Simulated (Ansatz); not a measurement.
N (P6_3/mmc) from a database of computed structures, relaxed with r2SCAN+rVV10: it is hexagonal, P6_3/mmc (No. 194); a = 3.580 Å, c = 7.642 Å in the conventional setting, 21.21 Å³ an atom. Around N lie 1 N at 1.09 Å. One-shot G0W0@r2SCAN in Ansatz 0.2.0 on a 6×6×2 mesh (contour deformation, no spin-orbit coupling), from an r2SCAN gap of 7.737 eV over the mesh points (the G0W0 gap is indirect on the mesh); the number N of bands summed and the screening cutoff rise together. (Simulation; spin polarisation is off.)

```csv
N,cutoff (eV),1000/N,G0W0 gap (eV)
147,80,6.803,13.673
329,140,3.040,13.708
```

**Lay a straight line in 1000/N through these rows.** The slope is -0.0093 eV per unit of 1000/N and the intercept 13.736 eV.

**Predict the gap at N = 596 (210 eV).** 13.736 + (-0.0093) × 1.678 = 13.720 eV; the run gives 13.756 eV, +0.036 eV from the line.

**With that run's result added, what limit do the last two rows suggest?** Their slope is (13.756 − 13.708)/(1.678 − 3.040) = -0.0352, which meets 1/N = 0 at 13.82 eV, against 13.736 eV from the first line. The slope steepens, so 1/N isn't yet asymptotic and the true limit probably lies higher still; the k mesh isn't extrapolated.
